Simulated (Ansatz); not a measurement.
# CaSe: the band gap up the ladder of functionals

The task here is to estimate one member of a computed series from the others.

The runs shown are made with Ansatz 0.2.0. PAW datasets, plane waves. No spin polarisation and no zero-point or thermal motion.

### The system as given

The cell was relaxed beforehand with r2SCAN.

The symmetry is Fm-3m (No. 225, cubic); conventional cell a = 5.935 Å, 26.13 Å³ an atom. Near Ca stand 6 Se at 2.97 Å; near Se stand 6 Ca at 2.97 Å.

The structure in full:

```xyz
2
Lattice="0.0000 2.9675 2.9675 2.9675 0.0000 2.9675 2.9675 2.9675 0.0000" Properties=species:S:1:pos:R:3 pbc="T T T"
Ca    0.0000    0.0000    0.0000
Se    2.9675    2.9675    2.9675
```

The first run:

The input, input.yaml:

```yaml
crystal:
  lattice:
    - [0.0, 2.9675351118, 2.9675351118]
    - [2.9675351118, 0.0, 2.9675351118]
    - [2.9675351118, 2.9675351118, 0.0]
  atoms:
    - { symbol: Ca, position: [0.0, 0.0, 0.0] }
    - { symbol: Se, position: [0.5, 0.5, 0.5] }
kpoints:
  mp_grid: { grid: [8, 8, 8] }
  band_path:
    path:
      - [[0.0, 0.0, 0.0], [0.5, 0.0, 0.5], [0.625, 0.25, 0.625]]
      - [[0.375, 0.375, 0.75], [0.0, 0.0, 0.0], [0.5, 0.5, 0.5], [0.5, 0.25, 0.75], [0.5, 0.0, 0.5]]
    npoints: 10
hamiltonian:
  xc: pbe
scf:
  occupations: { method: fermi_dirac, width: 0.02 }
  n_extra_bands: 4
output:
  forces: true
  stress: true
  eigenvalues: true
  write_density: true
  write_potential: true
  elf: true
  volumetric_format: npy
```

Launch:

```
ansatz run input.yaml --threads 2 --pin off --max-ram 2211MiB --backend cpu --events-out ev --progress --plain --runs-dir out
```

Steps of the session up to this table: Band structure with PBE; r2SCAN; HSE06; PBE+SOC at the same geometry; One-shot GW from PBE; Single point with PBE0.

One of the session's tables, all rows but one given; the rest of the session is left out.

```
                     level  gap (eV)
                       PBE      2.06
                    r2SCAN      2.52
                     HSE06      3.00
                   PBE+SOC      1.92
G0W0@PBE (156 empty bands)         ?
                      PBE0      3.68
```

Estimate the missing values for G0W0@PBE (156 empty bands).

The run gave: gap (eV): 3.65. In the column «gap (eV)» it lies between HSE06 (3.00) and PBE0 (3.68).

Meshes: PBE 8×8×8, r2SCAN 8×8×8, HSE06 6×6×6, PBE+SOC 8×8×8, PBE0 6×6×6

To keep in mind: Warnings in the runs' records: stress exchange threshold loose, stress scf threshold loose.
